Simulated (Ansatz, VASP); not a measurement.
# One calculation of ZnO (zincite), two programs

The input INCAR:

```
PREC = Accurate
ENCUT = 600
EDIFF = 1E-6
ISMEAR = 0
SIGMA = 0.01
LREAL = False
LASPH = True
NELM = 100
ALGO = Normal
ISIF = 3
LWAVE = False
LCHARG = False
GGA = CA
IBRION = 2
NSW = 80
EDIFFG = -0.001
```

File KPOINTS:

```
Automatic mesh
0
Gamma
  9 9 6
```

Contents of POSCAR:

```
ZnO
1.0
    3.1868519158      0.0000000000      0.0000000000
   -1.5934259579      2.7598947172      0.0000000000
    0.0000000000      0.0000000000      5.1534131039
Zn O
2 2
Direct
    0.3333333333      0.6666666667      0.5003362527
    0.6666666667      0.3333333333      0.0003362527
    0.6666666667      0.3333333333      0.3786737473
    0.3333333333      0.6666666667      0.8786737473
```

Input for Ansatz:

```yaml
crystal:
  lattice:
    - [3.1868519158, 0.0, 0.0]
    - [-1.5934259579, 2.7598947172, 0.0]
    - [0.0, 0.0, 5.1534131039]
  atoms:
    - { symbol: Zn, position: [0.3333333333, 0.6666666667, 0.5003362527] }
    - { symbol: Zn, position: [0.6666666667, 0.3333333333, 0.0003362527] }
    - { symbol: O, position: [0.6666666667, 0.3333333333, 0.3786737473] }
    - { symbol: O, position: [0.3333333333, 0.6666666667, 0.8786737473] }
basis:
  ecutwfc: 420
kpoints:
  mp_grid: { grid: [9, 9, 6] }
hamiltonian:
  xc: lda
scf:
  occupations: { method: fixed }
output:
  forces: true
  stress: true
  eigenvalues: true
relax:
  adjacent_minimum: "off"
  f_tol: 0.001
  max_steps: 60
  cell: { stress_tol: 0.01 }
```

Alike in both runs: task relaxation of cell and atoms; functional LDA; k mesh 9 × 9 × 6; no spin polarisation.

```csv
,VASP,Ansatz
version,VASP 6.6.1,Ansatz 0.2.0
potentials or method,"VASP PAW LDA potentials, release 64 (Zn, O)","scalar-relativistic, plane waves, PAW"
plane-wave cutoff (eV),600,420
occupations,"gaussian, width 0.01 eV",fixed
valence electrons in the cell,36,36
```

|  | VASP | Ansatz | Ansatz less VASP |
| --- | --- | --- | --- |
| gap on the k mesh at the Fermi level, each at its own relaxed structure (eV) | 0.80 | 0.80 | +0.001 |
| relaxed volume (Å³/atom) | 11.41 | 11.33 | -0.077 |
| relaxed cell length with the largest relative difference (Å) | 5.165 | 5.153 | -0.0119 |
